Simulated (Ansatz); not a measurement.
**Sr in Ansatz: the effect of functional**

Crystal: Sr.

```xyz
1
Lattice="0.0000 3.0423 3.0423 3.0423 0.0000 3.0423 3.0423 3.0423 0.0000" Properties=species:S:1:pos:R:3 pbc="T T T"
Sr    0.0000    0.0000    0.0000
```

Alike in all runs:

- Program: Ansatz 0.2.0
- Task: projected density of states
- Potentials or basis: Ansatz PAW
- k mesh: 4 × 4 × 4
- Occupations: fermi-dirac, width 0.05 eV
- Spin: no spin polarisation

Task: One run gave: pressure -0.7 GPa. Which functional did it use?
A. PBE
B. PBEsol
C. RPBE
D. revPBE
E. LDA

Result: B.

```csv
functional,cutoff,pressure (GPa)
LDA,420 eV (not typed: the program's choice for these potentials),-1.4
PBE,420 eV (not typed: the program's choice for these potentials),-0.1
PBEsol,420 eV (not typed: the program's choice for these potentials),-0.7
RPBE,420 eV (not typed: the program's choice for these potentials),0.6
revPBE,420 eV (not typed: the program's choice for these potentials),0.5
r2SCAN,500 eV (not typed: the program's choice for these potentials),0.4
HSE06,420 eV (not typed: the program's choice for these potentials),0.4
PBE0,420 eV (not typed: the program's choice for these potentials),0.4
r2SCAN0,500 eV (not typed: the program's choice for these potentials),0.6
```

Caveats: all runs use coarse meshes; the PAW data sets come from PBE, with cores solved anew for the run's functional, which leaves a small shift of forces and pressure (some runs); the thresholds are loose for stress (some runs).
